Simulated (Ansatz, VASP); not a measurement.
Au in VASP and in Ansatz

File INCAR:

```
SYSTEM = Au
PREC = Accurate
ENCUT = 520
EDIFF = 1E-7
ISMEAR = -1
SIGMA = 0.06
LREAL = .FALSE.
LASPH = .TRUE.
NELM = 80
ALGO = Normal
ISIF = 2
LWAVE = .FALSE.
LCHARG = .FALSE.
GGA = CA
NBANDS = 12
```

KPOINTS

```
Automatic mesh
0
G
  12 12 12
  0 0 0
```

File POSCAR:

```
Au
1.0
    0.0000000000      2.0769770000      2.0769770000
    2.0769770000      0.0000000000      2.0769770000
    2.0769770000      2.0769770000      0.0000000000
Au
1
Direct
    0.0000000000      0.0000000000      0.0000000000
```

Input for Ansatz:

```yaml
crystal:
  atoms:
  - position: [0.0, 0.0, 0.0]
    symbol: Au
  lattice:
  - [0.0, 2.076977, 2.076977]
  - [2.076977, 0.0, 2.076977]
  - [2.076977, 2.076977, 0.0]
hamiltonian:
  dispersion: none
  pseudopotentials:
    kind: all_electron
    lapw: {}
    relativity: scalar
  xc: lda
kpoints:
  mp_grid:
    grid: [12, 12, 12]
    shift: [0, 0, 0]
magnetization: {spin_polarized: false}
output: {forces: true, stress: true}
scf:
  occupations: {method: fermi_dirac, width: 0.06}
```

Alike in both runs: task single point; functional LDA; k mesh 12 × 12 × 12; occupations fermi-dirac, width 0.06 eV; no spin polarisation.

```csv
,VASP,Ansatz
version,VASP 6.6.1,Ansatz 0.2 development build
potentials or method,"VASP PAW LDA potentials, release 64 (Au)","all-electron full-potential LAPW, scalar-relativistic"
plane-wave cutoff (eV),520,see its input
```

|  | VASP | Ansatz | Ansatz less VASP |
| --- | --- | --- | --- |
| pressure (GPa) | -11.6 | -12.0 | -0.40 |

Ansatz ran all-electron here, so the differences hold the error of VASP's frozen core and of both bases.

Spin-orbit coupling is left out, which matters for the levels of Au.
